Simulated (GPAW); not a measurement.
The system is HgTe (Coloradoite).

```
CELL_PARAMETERS angstrom
0.00000 3.21450 3.21450
3.21450 0.00000 3.21450
3.21450 3.21450 0.00000
ATOMIC_POSITIONS crystal
Hg 0.00000 0.00000 0.00000
Te 0.75000 0.75000 0.75000
```

* Program: GPAW 26.7.0
* Task: relaxation of cell and atoms
* Functional: PBE
* Dispersion: D3(BJ)
* Potentials or basis: GPAW PAW data sets (gpaw-data 1.2.1)
* Cutoff: 600 eV
* Basis: pw
* k mesh: 7 × 7 × 7
* Occupations: fermi-dirac, width 0.05 eV
* Spin: no spin polarisation

At the start: pressure 2.5 GPa; volume 33.22 Å³/atom.

How do energy, volume and symmetry change on relaxing?

Over 4 steps the energy falls by 13.5 meV/atom and the volume is 35.04 Å³/atom (+5.5 %); space group F-43m (No. 216, to 0.05 Å).

Step by step:
```csv
step,energy change (eV),largest force (eV/Å),pressure (GPa),volume (Å³)
1,0.0000,0.0000,2.46,66.43
2,-0.0100,0.0000,1.91,67.16
3,-0.0268,0.0000,0.14,69.85
4,-0.0269,0.0000,0.01,70.07
```

Final structure:
```
Hg Te
1.0
     0.00000    3.27217    3.27217
     3.27217    0.00000    3.27217
     3.27217    3.27217    0.00000
Hg Te
1 1
Direct
  0.00000 0.00000 0.00000
  0.75000 0.75000 0.75000
```

Caveat: later steps reuse the first step's grids; pairwise dispersion overbinds metals, which lowers pressure and volume.
